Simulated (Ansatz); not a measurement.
## SnO (P4/nmm), symmetry broken, then relaxed

All numbers below come from DFT PBE+D3(BJ), scalar-relativistic, plane waves, PAW in Ansatz. Settings: plane waves to 420 eV, k-mesh 10×8×6 (Γ-centred), Gaussian smearing 0.15 eV. No spin polarisation. Energies are free energies at this smearing, counted from the undisturbed cell; pressure is positive in compression.

The undisturbed cell (relaxed at this level):

```yaml
crystal:
  lattice:
    - [-3.83710, 0.00000, 0.00000]
    - [0.00000, 0.00000, -4.76213]
    - [0.00000, -7.67419, 0.00000]
  atoms:
    - { symbol: Sn, position: [0.00000, 0.75676, 0.25000] }
    - { symbol: Sn, position: [0.00000, 0.75676, 0.75000] }
    - { symbol: Sn, position: [0.50000, 0.24324, 0.50000] }
    - { symbol: Sn, position: [0.50000, 0.24324, 0.00000] }
    - { symbol: O, position: [0.00000, 0.00000, 0.00000] }
    - { symbol: O, position: [0.00000, 0.00000, 0.50000] }
    - { symbol: O, position: [0.50000, 0.00000, 0.25000] }
    - { symbol: O, position: [0.50000, 0.00000, 0.75000] }
```

The atoms are displaced (Å, in the unstrained cell):

```csv
atom,ux,uy,uz
Sn1,0.002,-0.004,-0.003
Sn2,-0.007,-0.002,0.014
Sn3,-0.001,0.001,0.020
Sn4,-0.010,0.007,0.001
O5,0.010,0.011,-0.007
O6,-0.010,-0.013,-0.018
O7,0.015,-0.007,0.006
O8,0.001,0.007,-0.014
```

The cell is strained by (0.0069, -0.0614, 0.0545, -0.0276, 0.0085, -0.0451) (xx, yy, zz, yz, xz, xy; engineering shear). Cell and atoms are then relaxed.

Q: Does the relaxation return to the undisturbed structure?

A: Yes (up to a choice of domain or origin): same space group and volume, and an energy 0.0 meV/atom from it. The disturbance itself cost 41.3 meV/atom. The final space group reads P4/nmm (tolerance 0.05 Å) and the volume changes by -0.10 %.

Final structure:

```xyz
8
Lattice="-3.8536 -0.0004 0.0000 0.0000 -0.0001 -4.7588 0.0008 -7.6394 0.0003" Properties=species:S:1:pos:R:3 pbc="T T T"
Sn   -3.8534   -1.9103   -3.5999
Sn   -3.8530   -5.7300   -3.5999
Sn   -1.9264   -3.8199   -1.1585
Sn   -1.9268   -0.0002   -1.1587
O     0.0000    0.0000   -0.0083
O     0.0004   -3.8197   -0.0081
O    -1.9267   -1.9101   -4.7504
O    -1.9262   -5.7298   -4.7503
```

The relaxation, step by step (energy from the first step; small jumps at an unchanged geometry come where the plane waves are selected anew for the new cell):

| step | ΔE (meV/atom) | largest force component (eV/Å) | pressure (GPa) |
| --- | --- | --- | --- |
| 1 | 0.0 | 0.628 | 2.06 |
| 2 | -29.7 | 0.468 | 0.92 |
| 3 | -38.2 | 0.110 | 0.47 |
| 4 | -38.3 | 0.049 | -0.29 |
| 5 | -38.6 | 0.002 | 0.02 |
| 6 | -40.9 | 0.003 | 0.17 |
| 7 | -41.2 | 0.001 | 0.01 |
| 8 | -41.2 | 0.001 | 0.01 |
| 9 | -41.3 | 0.001 | 0.00 |
| 10 | -41.3 | 0.001 | 0.00 |

Cost: 3 runs of about 11 core-minutes in all, on AMD EPYC 9R45 (Zen 5) (shared hosts).